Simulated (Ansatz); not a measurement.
# Si: the cost of one run

Computed with Ansatz 0.2.0 (DFT PBE, scalar-relativistic, plane waves, PAW, unless a step's input says otherwise).

## 1. The system as given

Symmetry: P6_3/mmc, No. 194, hexagonal system. Conventional cell: a = 3.795 Å, b = 3.795 Å, c = 12.710 Å, α = 90.00°, β = 90.00°, γ = 120.00°. Around Si (site symmetry 3m) lie 4 Si at 2.33 to 2.38 Å.

Coordinates:

```cif
data_structure
_symmetry_space_group_name_H-M 'P6_3/mmc'
_symmetry_Int_Tables_number 194
_cell_length_a 3.7948
_cell_length_b 3.7948
_cell_length_c 12.7099
_cell_angle_alpha 90.000
_cell_angle_beta 90.000
_cell_angle_gamma 120.000
_cell_volume 158.51
loop_
_atom_site_label
_atom_site_type_symbol
_atom_site_symmetry_multiplicity
_atom_site_Wyckoff_symbol
_atom_site_fract_x
_atom_site_fract_y
_atom_site_fract_z
_atom_site_occupancy
Si1 Si 4 e 0.00000 0.00000 0.90620 1
Si2 Si 4 f 0.33333 0.66667 0.84370 1
```

The runs take a perfect supercell of 32 atoms; the defect goes to fractional position (0.000, 0.000, 0.406).

## 2. The perfect supercell

The input, input.yaml:

```yaml
crystal:
  lattice:
    - [7.5896, 0.0, 0.0]
    - [-3.7948, 6.572786, 0.0]
    - [0.0, 0.0, 12.7099]
  atoms:
    - { symbol: Si, position: [0.0, 0.0, 0.4062] }
    - { symbol: Si, position: [0.0, 0.5, 0.4062] }
    - { symbol: Si, position: [0.5, 0.0, 0.4062] }
    - { symbol: Si, position: [0.5, 0.5, 0.4062] }
    - { symbol: Si, position: [0.0, 0.0, 0.9062] }
    - { symbol: Si, position: [0.0, 0.5, 0.9062] }
    - { symbol: Si, position: [0.5, 0.0, 0.9062] }
    - { symbol: Si, position: [0.5, 0.5, 0.9062] }
    - { symbol: Si, position: [0.0, 0.0, 0.0938] }
    - { symbol: Si, position: [0.0, 0.5, 0.0938] }
    - { symbol: Si, position: [0.5, 0.0, 0.0938] }
    - { symbol: Si, position: [0.5, 0.5, 0.0938] }
    - { symbol: Si, position: [0.0, 0.0, 0.5938] }
    - { symbol: Si, position: [0.0, 0.5, 0.5938] }
    - { symbol: Si, position: [0.5, 0.0, 0.5938] }
    - { symbol: Si, position: [0.5, 0.5, 0.5938] }
    - { symbol: Si, position: [0.166667, 0.333333, 0.3437] }
    - { symbol: Si, position: [0.166667, 0.833333, 0.3437] }
    - { symbol: Si, position: [0.666667, 0.333333, 0.3437] }
    - { symbol: Si, position: [0.666667, 0.833333, 0.3437] }
    - { symbol: Si, position: [0.333333, 0.166667, 0.8437] }
    - { symbol: Si, position: [0.333333, 0.666667, 0.8437] }
    - { symbol: Si, position: [0.833333, 0.166667, 0.8437] }
    - { symbol: Si, position: [0.833333, 0.666667, 0.8437] }
    - { symbol: Si, position: [0.166667, 0.333333, 0.1563] }
    - { symbol: Si, position: [0.166667, 0.833333, 0.1563] }
    - { symbol: Si, position: [0.666667, 0.333333, 0.1563] }
    - { symbol: Si, position: [0.666667, 0.833333, 0.1563] }
    - { symbol: Si, position: [0.333333, 0.166667, 0.6563] }
    - { symbol: Si, position: [0.333333, 0.666667, 0.6563] }
    - { symbol: Si, position: [0.833333, 0.166667, 0.6563] }
    - { symbol: Si, position: [0.833333, 0.666667, 0.6563] }
basis:
  ecutwfc: 420
  fft_grid_basis: typed
kpoints:
  mp_grid: { grid: [3, 3, 1] }
hamiltonian:
  xc: pbe
  pseudopotentials: { kind: paw }
scf:
  occupations: { method: gaussian, width: 0.05 }
output:
  forces: true
  stress: false
  eigenvalues: true
  bader: false
  write_density: true
  volumetric_format: npy
```

Started as:

```sh
> ansatz run input.yaml --threads 4 --pin off --max-ram 10240MiB --backend cpu --events-out ev --progress --plain --runs-dir out
```

**Question.** How long does this run take on 4 threads of Arm Neoverse V2, shared host, and how much memory does it need?

About 2.4 s, with a peak of 1.3 GiB.
